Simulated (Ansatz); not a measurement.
# Strain and the gap of BeTe (zincblende)

BeTe built on the zincblende prototype, relaxed with r2SCAN in Ansatz. Space group F-43m (No. 216), cubic; a = 5.657 Å in the conventional setting, 22.63 Å³ an atom. Be has 4 Te at 2.45 Å; Te has 4 Be at 2.45 Å.

The axes x, y and z are those of this cell:
```
CELL_PARAMETERS angstrom
0.00000 2.82862 2.82862
2.82862 0.00000 2.82862
2.82862 2.82862 0.00000
ATOMIC_POSITIONS crystal
Be 0.00000 0.00000 0.00000
Te 0.25000 0.25000 0.25000
```

Unstrained: PBE gives an indirect gap of 2.020 eV, from Γ to X; the least direct gap is 3.639 eV at Γ. The r2SCAN gap is indirect, 2.375 eV (Γ to X), below the direct gap of 4.040 eV at Γ. The HSE06 gap is indirect, 2.695 eV (Γ to X), below the direct gap of 4.482 eV at Γ. Meshes: PBE 8×8×8, r2SCAN 8×8×8, HSE06 6×6×6. Strains are changes of length per length, and xy shears are angles. After each strain the atoms were relaxed again with r2SCAN within the symmetry that the strain leaves, so tilts or polar shifts that break it weren't tested; points keep the names that they have in the unstrained zone. Calculated for a static, non-magnetic cell.

Changes of the least gap in eV (an overlap counts as a negative gap):

| strain | volume change (%) | space group | PBE | r2SCAN | HSE06 | G0W0@PBE (mesh) | energy rise, r2SCAN (meV/atom) |
| --- | --- | --- | --- | --- | --- | --- | --- |
| epitaxial -1.0 % in the xy plane, free normal strain +0.76 % | -1.2 | I-4m2 | -0.102 | -0.105 | -0.107 | -0.10 | 1.6 |
| xy shear, engineering strain (angle) +2.0 % | 0.0 | Imm2 | -0.100 | -0.109 | -0.105 | -0.10 | 1.5 |
| uniaxial +1.0 % along x | +1.0 | I-4m2 | -0.016 | -0.018 | -0.017 | -0.01 | 0.7 |
| uniaxial +5.0 % along z | +5.0 | I-4m2 | -0.076 | -0.083 | -0.079 | -0.07 | 17.2 |
| isotropic +5.0 % on every length | +15.8 | F-43m | +0.304 | +0.305 | +0.318 | +0.31 | 81.6 |

Unstrained, G0W0@PBE with 188 empty bands, a screening cutoff of 150 eV and a 4×4×4 mesh gives 2.83 eV on its mesh; the band count follows the volume. G0W0 values are finite-basis, finite-mesh values.

Epitaxial -1.0 % in the xy plane, free normal strain +0.76 %. HSE06: the gap goes from 2.695 to 2.588 eV (-0.107 eV); with r2SCAN the top three valence levels at Γ, degenerate before, become 2+1 from the top over 102 meV. Stress change with r2SCAN, compression positive: xx +1.15, yy +1.15, zz -0.02 GPa.

Xy shear, engineering strain (angle) +2.0 %. HSE06: the gap goes from 2.695 to 2.590 eV (-0.105 eV); with r2SCAN the top three valence levels at Γ, degenerate before, become 1+1+1 from the top over 156 meV. Stress change with r2SCAN, compression positive: xx +0.03, yy +0.03, zz 0.00, xy -1.05 GPa.

Uniaxial +1.0 % along x, other directions held. HSE06: the gap goes from 2.695 to 2.678 eV (-0.017 eV); with r2SCAN the top three valence levels at Γ, degenerate before, become 2+1 from the top over 56 meV. Stress change with r2SCAN, compression positive: xx -1.00, yy -0.37, zz -0.37 GPa.

Uniaxial +5.0 % along z, other directions held. HSE06: the gap goes from 2.695 to 2.616 eV (-0.079 eV); with r2SCAN the top three valence levels at Γ, degenerate before, become 2+1 from the top over 281 meV. Stress change with r2SCAN, compression positive: xx -1.56, yy -1.56, zz -4.76 GPa.

Isotropic +5.0 % on every length. HSE06: the gap goes from 2.695 to 3.013 eV (+0.318 eV). Stress change with r2SCAN, compression positive: xx -6.49, yy -6.49, zz -6.49 GPa. For HSE06, dE_g/d ln V = 2.2 eV over this step.

Spin-orbit coupling is left out, which matters wherever the heavy atoms make up the band edges.

The meshes of the hybrids are coarse, so their gaps aren't converged to the digits shown.

The splittings at Γ are without spin-orbit coupling, which regroups them where it is of like size or larger.
